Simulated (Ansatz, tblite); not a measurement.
# MgSe with GFN1-xTB from a Python script

These are simulated results from tblite 0.8.0, not measurements. The cell was built from a prototype and was relaxed with r2SCAN in plane waves (Ansatz 0.2.0). Not every such cell is a known phase. All runs are without spin polarisation.

Space group Fm-3m (No. 225), cubic; a = 5.473 Å in the conventional setting, 20.49 Å³ an atom. Mg has 6 Se at 2.74 Å; Se has 6 Mg at 2.74 Å.

tblite solves periodic systems at the zone centre alone, so the script builds a cluster of 2×2×2 conventional cells (64 atoms), which folds in a coarse mesh of k points.

run.py reads:

```python
import json
from ase import Atoms
from ase.build import make_supercell
from ase.units import Bohr, GPa, Hartree
from tblite.interface import Calculator

atoms = Atoms(['Mg', 'Se'],
              cell=[[0.0, 2.73626938, 2.73626938], [2.73626938, 0.0, 2.73626938], [2.73626938, 2.73626938, 0.0]],
              scaled_positions=[[0.0, 0.0, 0.0], [0.5, 0.5, 0.5]],
              pbc=True)
cluster = make_supercell(atoms, [[-2, 2, 2], [2, -2, 2], [2, 2, -2]])
calc = Calculator('GFN1-xTB', cluster.numbers, cluster.positions / Bohr, lattice=cluster.cell[:] / Bohr, periodic=cluster.pbc)
calc.set('temperature', 0.02 / Hartree)
calc.set('max-iter', 150)
res = calc.singlepoint()
levels = res.get('orbital-energies') * Hartree
nv = round(res.get('orbital-occupations').sum() / 2)
cells = len(cluster) // len(atoms)
out = {'energy_per_cell': res.get('energy') * Hartree / cells, 'homo': levels[nv - 1], 'lumo': levels[nv],
       'stress': (-res.get('virial') * Hartree / cluster.get_volume() / GPa).tolist(), 'charges': res.get('charges')[:len(atoms)].tolist(), 'electrons': 2 * nv / cells}
json.dump(out, open('results.json', 'w'))
for key, value in out.items():
    print(key, value)
```

Command: `python run.py`. It took 2.8 s on 1 thread of Arm Neoverse V2 (shared host), peak memory 0.12 GiB.

The log:

```
------------------------------------------------------------
  cycle        total energy    energy error   density error
------------------------------------------------------------
      1     -131.6865010288  -1.3120957E+02   8.0662947E-01
      2     -133.0064101051  -1.3199091E+00   2.7859897E-01
      3     -133.4264389707  -4.2002887E-01   2.3227241E-01
      4     -133.5206690296  -9.4230059E-02   1.4185045E-02
      5     -133.5216149588  -9.4592918E-04   8.5876688E-03
      6     -133.5220979495  -4.8299065E-04   7.2207442E-03
      7     -133.5223386958  -2.4074634E-04   4.5585881E-03
      8     -133.5225228330  -1.8413717E-04   1.8795306E-03
      9     -133.5225367420  -1.3909034E-05   1.4410543E-03
     10     -133.5225560554  -1.9313379E-05   2.2903925E-04
     11     -133.5225565604  -5.0504136E-07   2.4953330E-05
     12     -133.5225565572   3.2394212E-09   4.0007903E-05
     13     -133.5225565722  -1.5046652E-08   9.6507531E-06
------------------------------------------------------------

 total:                                   2.361 sec
energy_per_cell -113.54168218272713
homo -9.447724796441038
lumo -9.445079623333498
stress [[0.41990682984245015, 1.1236286567385042e-12, 4.627396754907363e-13], [1.1236012668858527e-12, 0.41990682984413974, -7.126297381870797e-13], [4.62863924795276e-13, -7.126355404482185e-13, 0.4199068298438219]]
charges [0.23051229852650545, -0.2305131026784074]
electrons 8.0
```

The cycle table is in hartree for the whole cluster, and the lines after it are in eV (the energy for one cell). The printed stress is in GPa and positive in compression, and the pressure is its mean diagonal.

GFN1-xTB gives no gap at the points read. On the same cell, plane-wave PBE (Ansatz, 8×8×8 k points and the special points) gives a gap of 1.80 eV and r2SCAN a gap of 2.48 eV; on shared hosts these took about 1.3 and 3.1 core-seconds on the 2-atom cell, against 2.8 for the script. Semilocal gaps usually lie below measured ones. This method closes a gap that PBE finds, a failure in kind.

The same script was run on cells scaled at fixed shape and fractional coordinates:

| volume (Å³/atom) | energy (meV/atom) | pressure (GPa, positive in compression) | gap (eV) |
| --- | --- | --- | --- |
| 18.03 | 74.6 | 10.36 | 0.09 |
| 19.26 | 18.4 | 4.61 | 0.04 |
| 20.49 | 0.0 | 0.42 | 0.00 |
| 21.72 | 9.4 | -2.70 | 0.00 |
| 22.95 | 39.5 | -5.02 | 0.00 |

A Birch-Murnaghan fit puts the minimum at 20.63 Å³/atom, 0.7 % above the given cell, with a bulk modulus of 58.4 GPa at fixed shape.

xTB was fitted mostly to molecules, and a small cluster samples few k points, so gaps, pressures and kinks along a curve can be far from a solid's.

Spin-orbit coupling is left out.
